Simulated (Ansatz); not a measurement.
# V (Im-3m) in Ansatz: relaxation of cell and atoms with PBEsol+D4

Aim: the relaxation of cell and atoms of V with PBEsol+D4.

All numbers are computed with Ansatz 0.2.0; they aren't measurements. Logs are shortened: lines on timing, memory, paths and dates and some standing lists are left out, and cuts for length are marked.

### 1 Starting point

It takes space group Im-3m (No. 229, cubic). The conventional cell has a = 3.029 Å, b = 3.029 Å, c = 3.029 Å, α = 90.00°, β = 90.00°, γ = 90.00°. Around V (site symmetry m-3m) lie 8 V at 2.62 Å.

### 2 Relaxation of cell and atoms, PBEsol+D4, collinear spin, ferromagnetic start

The input, input.yaml:

```yaml
crystal:
  lattice:
    - [-1.51435, 1.51435, 1.51435]
    - [1.51435, -1.51435, 1.51435]
    - [1.51435, 1.51435, -1.51435]
  atoms:
    - { symbol: V, position: [0.0, 0.0, 0.0], spin: 2.0 }
hamiltonian:
  xc: pbesol
  pseudopotentials: { kind: paw }
  dispersion: d4
magnetization:
  spin_polarized: true
kpoints:
  mp_grid: { grid: [12, 12, 12] }
scf:
  occupations: { method: fermi_dirac, width: 0.05 }
output:
  forces: true
  stress: true
relax:
  f_tol: 0.01
  max_steps: 40
  cell: { stress_tol: 0.05 }
```

Potentials or basis: Ansatz PAW.

The run is started by

```console
ansatz run input.yaml --threads 2 --pin off --max-ram 5632MiB --backend cpu --events-out ev --progress --plain --runs-dir out
```

Output:

```text
Warning: RAYON_NUM_THREADS=2 ignored (pool sized by the plan → 2); use --threads N
Engine: ansatz 0.2.0, x86_64-unknown-linux-gnu
Pseudopotentials: kind: paw
Pseudopotential: V, paw, valence charge 13, recommended cutoff 420 eV (normal), V.paw.azcp
Functional definition: PBEsol
  exchange = pbesol_x
  correlation = pbesol_c
Crystal: 1 atoms, lattice volume = 13.891 Å³
Basis set: ecut = 420 eV, 249 PW (Γ), exchange–correlation on 36×36×36 points (8 copies of the dense FFT grid, shifted against one another)
Bands: 12, of which v1, the nominal top of the filled ones, is band 7 counted from 1 (6 counted from 0)
Symmetry: 48 space group operations
Space group: Im-3m (ITA 229), of the structure as read, at distance tolerance 2.4e-5 Å
Magnetic group: BNS 229.140 (UNI 1642), of the structure as read, at distance tolerance 2.4e-5 Å
k-points: 72 of 1728
Non-local potential: V, projectors of the file, l = 0: 3, l = 1: 2, l = 2: 3, l = 3: 1
PAW form: soft (Blöchl's): semilocal exchange-correlation on the pseudo side does not see the compensation charge
PAW frozen core: V, regenerated for the run's functional, and the local potential with it (the file was generated under x = pbe(κ = 0.804, μ = 0.2195149727645171), c = pbe(β = 0.06672455060314922))
PAW one-centre angular grid: V, 590 points (default); XC on 64 Gauss nodes
Initial density: superposition of atomic densities (chi_scale 0.1, normalization cell)
Starting moments: Σ|m| = 2 μB on 1 of 1 site
Initial wavefunctions: pseudopotential atomic-orbital guess
Functional: x = pbesol(κ = 0.804, μ = 0.12345679012345678), c = pbesol(β = 0.046)
SCF iter   1: F=—  HF=-2885.390963 eV  |F-HF|=—  |Δ(HF+E_count)|=         —  Δρ=1.26e-1 (↑1.26e-1 ↓3.75e-2)  dr2=1.56e0  dr2_m=7.19e-1  M=1.082 μB ∫|m|=1.082 μB  β_m=0.30  ethr=3.10e-3  ⟨swp⟩=4.1  Hψ=8040  notcnv=0
Mixer restart at iter 1: flushing history
preconditioner: auto → none  [metal: Δε(μ)=0.038 eV  Ē_g=9.035 eV  σ=0.050 eV  W_gap=0.19  n_scr=0 (ndim 8)  ℏωp=22.3 eV  f_vac=0.000  D(μ)=1.12/eV (n_scr^D=12)]
SCF iter   2: F=—  HF=-2884.719149 eV  |F-HF|=—  |Δ(HF+E_count)|=   6.72e-1  Δρ=6.08e-2 (↑6.08e-2 ↓4.43e-2)  dr2=8.26e-2  dr2_m=3.37e-1  M=1.072 μB ∫|m|=1.072 μB  β_m=0.40  ethr=3.10e-3  ⟨swp⟩=3.0  Hψ=4483  notcnv=0  defer=107
SCF iter   3: F=—  HF=-2885.459696 eV  |F-HF|=—  |Δ(HF+E_count)|=         —  Δρ=9.00e-2 (↑9.00e-2 ↓7.67e-2)  dr2=4.55e-2  dr2_m=8.79e-1  M=0.273 μB ∫|m|=0.274 μB  β_m=1.00  ethr=6.35e-4  ⟨swp⟩=2.1  Hψ=2593  notcnv=0  defer=107
Mixer restart at iter 3: flushing history
SCF iter   4: F=—  HF=-2885.469009 eV  |F-HF|=—  |Δ(HF+E_count)|=   9.31e-3  Δρ=2.93e-2 (↑2.87e-2 ↓2.93e-2)  dr2=4.09e-1  dr2_m=4.88e-4  M=0.229 μB ∫|m|=0.229 μB  β_m=0.40  ethr=3.85e-4  ⟨swp⟩=2.3  Hψ=3397  notcnv=0  defer=107
SCF iter   5: F=—  HF=-2885.423797 eV  |F-HF|=—  |Δ(HF+E_count)|=   4.52e-2  Δρ=6.47e-3 (↑6.47e-3 ↓5.04e-3)  dr2=2.65e-3  dr2_m=2.65e-3  M=0.176 μB ∫|m|=0.176 μB  β_m=0.40  ethr=3.85e-4  ⟨swp⟩=2.4  Hψ=3878  notcnv=0  defer=112
SCF iter   6: F=—  HF=-2885.430005 eV  |F-HF|=—  |Δ(HF+E_count)|=   6.21e-3  Δρ=5.35e-3 (↑4.17e-3 ↓5.35e-3)  dr2=2.27e-3  dr2_m=2.29e-3  M=0.151 μB ∫|m|=0.151 μB  β_m=0.70  ethr=2.04e-5  ⟨swp⟩=2.8  Hψ=3368  notcnv=0  defer=111
SCF iter   7: F=—  HF=-2885.438423 eV  |F-HF|=—  |Δ(HF+E_count)|=   8.42e-3  Δρ=3.14e-3 (↑3.14e-3 ↓1.53e-3)  dr2=7.11e-4  dr2_m=6.16e-4  M=0.055 μB ∫|m|=0.055 μB  β_m=0.85  ethr=1.74e-5  ⟨swp⟩=2.3  Hψ=3080  notcnv=0  defer=131
SCF iter   8: F=—  HF=-2885.438777 eV  |F-HF|=—  |Δ(HF+E_count)|=   3.54e-4  Δρ=9.51e-4 (↑9.51e-4 ↓5.03e-4)  dr2=4.30e-5  dr2_m=6.29e-5  M=0.024 μB ∫|m|=0.024 μB  β_m=0.92  ethr=5.47e-6  ⟨swp⟩=2.1  Hψ=2074  notcnv=0  defer=131
SCF iter   9: F=—  HF=-2885.438803 eV  |F-HF|=—  |Δ(HF+E_count)|=   2.68e-5  Δρ=2.21e-4 (↑2.21e-4 ↓1.58e-4)  dr2=8.12e-7  dr2_m=4.50e-6  M=0.005 μB ∫|m|=0.005 μB  β_m=0.96  ethr=3.31e-7  ⟨swp⟩=2.6  Hψ=2498  notcnv=0  defer=131
SCF iter  10: F=—  HF=-2885.438804 eV  |F-HF|=—  |Δ(HF+E_count)|=   9.76e-7  Δρ=6.13e-6 (↑6.13e-6 ↓5.90e-6)  dr2=5.56e-9  dr2_m=3.03e-9  M=-0.000 μB ∫|m|=0.000 μB  β_m=0.98  ethr=6.25e-9  ⟨swp⟩=2.0  Hψ=2543  notcnv=0  defer=131
SCF iter  11: F=—  HF=-2885.438804 eV  |F-HF|=—  |Δ(HF+E_count)|=   8.40e-9  Δρ=2.66e-6 (↑2.57e-6 ↓2.66e-6)  dr2=9.43e-12  dr2_m=8.60e-10  M=-0.000 μB ∫|m|=0.000 μB  β_m=0.96  ethr=4.28e-11  ⟨swp⟩=2.0  Hψ=2522  notcnv=0  defer=131
SCF iter  12: F=—  HF=-2885.438804 eV  |F-HF|=—  |Δ(HF+E_count)|=  3.77e-11  Δρ=3.90e-7 (↑3.90e-7 ↓2.35e-7)  dr2=5.79e-12  dr2_m=1.15e-11  M=-0.000 μB ∫|m|=0.000 μB  β_m=0.98  ethr=1.00e-12  ⟨swp⟩=2.0  Hψ=2540  notcnv=0  defer=131
[... 52 lines left out ...]
SCF iter   8: F=-2885.490536 eV  HF=-2885.490536 eV  |F-HF|=6.09e-9  |Δ(HF+E_count)|=   9.58e-8  Δρ=4.85e-6 (↑3.62e-6 ↓4.85e-6)  dr2=8.12e-9  dr2_m=1.27e-10  M=-0.000 μB ∫|m|=0.000 μB  β_m=0.98  ethr=1.19e-10  ⟨swp⟩=1.0  Hψ=4989  notcnv=0
SCF iter   9: F=-2885.490536 eV  HF=-2885.490536 eV  |F-HF|=1.31e-10  |Δ(HF+E_count)|=   1.69e-9  Δρ=6.65e-7 (↑6.65e-7 ↓5.49e-7)  dr2=1.71e-10  dr2_m=1.12e-12  M=-0.000 μB ∫|m|=0.000 μB  ethr=6.25e-11  ⟨swp⟩=1.1  Hψ=4626  notcnv=0
the starting moments were not kept: the SCF closed with an absolute magnetisation of 9.8e-6 μB, where they sum to 2 μB in size (1 site). That is at most 0.1 of that sum. Measured as dr2_m measures the in/out step, that magnetisation stands 4.3e-11 eV from none, at or under the dr2_threshold of 1.0e-7 eV: it is no larger than a step whose dr2_m would equal this threshold.
SCF 4 converged in 9 iterations: F = -2885.490536 eV  dr2 = 1.71e-10
relax step   4: F+E_penalty+E_count = -2885.49053599 eV  Δ(F+E_penalty+E_count) = -2.139e-5 eV  max|allowed force component| = 0.000e0 eV/Å  Δτ_max = 0.0000 Å  P = -0.004 GPa  Ω = 12.789 Å³  energy of the carried Pulay correction = +4.511e-4 eV  (9 SCF iters, dr2 threshold 1.00e-7 eV, accepted)
Initial wavefunctions: pseudopotential atomic-orbital guess (no wavefunctions were taken with the density)
iter 1 solved again at ethr=2.47e-8 eV; its pass at ethr=3.10e-3 eV (dr2=3.21e-6 eV) is discarded
SCF iter   1: F=—  HF=-2885.490121 eV  |F-HF|=—  |Δ(HF+E_count)|=         —  Δρ=7.70e-5 (↑7.69e-5 ↓7.70e-5)  dr2=9.50e-7  dr2_m=4.08e-12  M=-0.000 μB ∫|m|=0.000 μB  β_m=0.65  ethr=2.47e-8  ⟨swp⟩=2.0  Hψ=12158  notcnv=0
SCF iter   2: F=—  HF=-2885.490121 eV  |F-HF|=—  |Δ(HF+E_count)|=   3.80e-7  Δρ=2.62e-5 (↑2.62e-5 ↓2.62e-5)  dr2=6.39e-8  dr2_m=2.11e-12  M=-0.000 μB ∫|m|=0.000 μB  β_m=0.53  ethr=7.31e-9  ⟨swp⟩=1.4  Hψ=1820  notcnv=0
SCF iter   3: F=—  HF=-2885.490121 eV  |F-HF|=—  |Δ(HF+E_count)|=   3.72e-7  Δρ=1.01e-5 (↑1.01e-5 ↓1.01e-5)  dr2=9.24e-9  dr2_m=1.64e-12  M=-0.000 μB ∫|m|=0.000 μB  β_m=0.57  ethr=4.91e-10  ⟨swp⟩=2.0  Hψ=2686  notcnv=0
SCF iter   4: F=—  HF=-2885.490121 eV  |F-HF|=—  |Δ(HF+E_count)|=   2.14e-7  Δρ=6.34e-6 (↑6.34e-6 ↓6.23e-6)  dr2=1.61e-8  dr2_m=1.21e-12  M=-0.000 μB ∫|m|=0.000 μB  β_m=0.79  ethr=7.11e-11  ⟨swp⟩=2.0  Hψ=2641  notcnv=0
SCF iter   5: F=—  HF=-2885.490121 eV  |F-HF|=—  |Δ(HF+E_count)|=   1.99e-7  Δρ=2.28e-6 (↑2.28e-6 ↓2.20e-6)  dr2=2.34e-9  dr2_m=4.40e-13  M=-0.000 μB ∫|m|=0.000 μB  β_m=0.89  ethr=7.11e-11  ⟨swp⟩=2.0  Hψ=2692  notcnv=0
SCF iter   6: F=—  HF=-2885.490121 eV  |F-HF|=—  |Δ(HF+E_count)|=   1.53e-8  Δρ=2.50e-7 (↑2.50e-7 ↓2.05e-7)  dr2=2.34e-11  dr2_m=1.14e-13  M=-0.000 μB ∫|m|=0.000 μB  β_m=0.95  ethr=1.80e-11  ⟨swp⟩=2.0  Hψ=2686  notcnv=0
SCF iter   7: F=—  HF=-2885.490121 eV  |F-HF|=—  |Δ(HF+E_count)|=  1.23e-10  Δρ=7.06e-8 (↑2.82e-8 ↓7.06e-8)  dr2=8.46e-13  dr2_m=1.29e-13  M=-0.000 μB ∫|m|=0.000 μB  β_m=0.97  ethr=1.00e-12  ⟨swp⟩=2.5  Hψ=2369  notcnv=0
SCF iter   8: F=-2885.490121 eV  HF=-2885.490121 eV  |F-HF|=0.00e0  |Δ(HF+E_count)|=  1.82e-12  Δρ=3.53e-8 (↑2.24e-8 ↓3.53e-8)  dr2=3.63e-13  dr2_m=1.31e-14  M=-0.000 μB ∫|m|=0.000 μB  ethr=1.00e-12  ⟨swp⟩=2.7  Hψ=5118  notcnv=0
the starting moments were not kept: the SCF closed with an absolute magnetisation of 1.0e-6 μB, where they sum to 2 μB in size (1 site). That is at most 0.1 of that sum. Measured as dr2_m measures the in/out step, that magnetisation stands 5.1e-13 eV from none, at or under the dr2_threshold of 1.0e-11 eV: it is no larger than a step whose dr2_m would equal this threshold.
SCF 5 converged in 8 iterations: F = -2885.490121 eV  dr2 = 3.63e-13
relax step   5: F+E_penalty+E_count = -2885.49012138 eV  Δ(F+E_penalty+E_count) = +4.146e-4 eV  max|allowed force component| = 0.000e0 eV/Å  Δτ_max = 0.0000 Å  P = -0.006 GPa  Ω = 12.789 Å³  stress off target by 5.78e-3 GPa  SCF on the basis re-selected at this cell (its energy is not comparable with the rows above)  (8 SCF iters)
basis re-selected at this cell: Δ(F+E_penalty+E_count) = +4.146e-4 eV, ΔP = -0.002 GPa vs the last step (what re-selecting the basis moved, of the pressure what is left beyond the Pulay correction that the steps carried, after the strain that the cell walked since its last selection, with what the two solves' SCF thresholds leave and, on support functions, any second-order correction that the steps lacked; it is no measure of the basis error at this ecutwfc). This SCF's stress stands 5.78e-3 GPa from its target on what of the cell is left free (relax.cell.stress_tol is 5.00e-2 GPa) and its largest allowed force component is 0.00e0 eV/Å (relax.f_tol is 1.00e-2 eV/Å): within both
SCF converged after 8 iterations
Magnetization: -0.0000 μB (6.5000 up, 6.5000 down)
Absolute magnetization: 0.0000 μB (∫|ρ↑−ρ↓|, with the PAW one-centre terms)
Spin contamination: 0.0000 ħ² per cell (⟨S²⟩ above its minimum at these occupations)
Per-site moments (μB) at R_I (Å): [(-7.90812957728406e-7, 1.0525383197801554)]
Free energy (F): -2885.490121 eV
Harris-Foulkes:  -2885.490121 eV  (|F-HF|=0.00e0)
Internal energy: -2885.472643 eV  (E = F + TS)
E sigma→0 (E₀):  -2885.481382 eV
Entropy (-TS):   -0.017478 eV (-17.478 meV/atom)
Fermi energy:    17.405467 eV
--- Per-component energies (eV) ---
  E_band       = -131.269635
  E_kinetic    = 337.809495
  E_local      = -857.872471  (includes V_loc(G=0)·N_el)
  E_nonlocal   = -43.711799
  E_hartree    = 397.945837
  E_xc         = -129.987662
  E_vxc        = -165.544611  (∫ρ·V_xc dr)
  E_paw        = -1086.689504  (= ΣΔE_a)
  E_vpaw       = -197.842215  (= ΣTr[D̂ρ^β])
  E_aug_tail   = 0.000270  (compensation charges beyond the density's cutoff)
  E_ewald      = -1502.917332
  E_disp       = -0.199155  (pairwise vdW)
  E_core_change = 0.149679  (= ΣΔE_core)
  E_smearing   = -0.017478  (= −TS)
  E_closure    = 0.000000  (closes the sum)
  Σ components = -2885.490121   (vs F -2885.490121, Δ=0.00e0)
--- Forces (eV/Å), atoms counted from 1 ---
  atom   1  V      0.00000000    -0.00000000     0.00000000
  max |Σ_I F_I| component: 3.29e-32 eV/Å
--- Stress (GPa, compression-positive) ---
       -0.005780      -0.000000       0.000000
       -0.000000      -0.005780      -0.000000
        0.000000      -0.000000      -0.005780
  P = ⅓ Tr σ = -0.0058 GPa (-0.058 kbar)
--- Relaxed structure (4 steps of the walk, 4 accepted, 1 SCFs on fresh bases) ---
  F+E_penalty+E_count = -2885.49012138 eV   max|allowed force component| = 0.000e0 eV/Å   (the final SCF, on the basis selected at the relaxed cell)
  cell:  # Å, volume = 12.7885 Å³
    - [-1.4731715933514404, 1.4731715933514404, 1.4731715933514404]
    - [1.4731715933514404, -1.4731715933514404, 1.4731715933514404]
    - [1.4731715933514404, 1.4731715933514404, -1.4731715933514404]
  atoms:
    - { symbol: V, position: [0.0, 0.0, 0.0] }
```

It took 2.5 s on 2 threads of AMD EPYC 9R45 (Zen 5), shared host; peak memory 0.33 GiB.

What came out:

- Free energy: -2885.4901 eV
- Relaxed volume: 12.79 Å³/atom
- Relaxed cell: a = 2.552 Å, b = 2.552 Å, c = 2.552 Å, α = 109.47°, β = 109.47°, γ = 109.47°
- Space group after relaxing (to 0.05 Å): Im-3m (No. 229)
- Energy gained by relaxing: 51.3 meV/atom
- Ionic steps: 5
- Pressure after relaxing: 0.0 GPa
- Net moment: 0.00 μB per cell
- Absolute moment: 0.00 μB per cell

Step by step:
| step | energy change (eV) | largest force (eV/Å) | volume (Å³) |
| --- | --- | --- | --- |
| 1 | 0.0000 | 0.0000 | 13.89 |
| 2 | -0.0504 | 0.0000 | 12.62 |
| 3 | -0.0517 | 0.0000 | 12.81 |
| 4 | -0.0517 | 0.0000 | 12.79 |
| 5 | -0.0513 | 0.0000 | 12.79 |

Final structure:
```
V
1.0
    -1.47317    1.47317    1.47317
     1.47317   -1.47317    1.47317
     1.47317    1.47317   -1.47317
V
1
Direct
  0.00000 0.00000 0.00000
```

Caveat: the plane-wave basis is chosen anew once the cell has moved, so the energies of steps on either side of that aren't comparable; the PAW data sets come from PBE, with cores solved anew for the run's functional, which leaves a small shift of forces and pressure; the starting moments weren't kept.
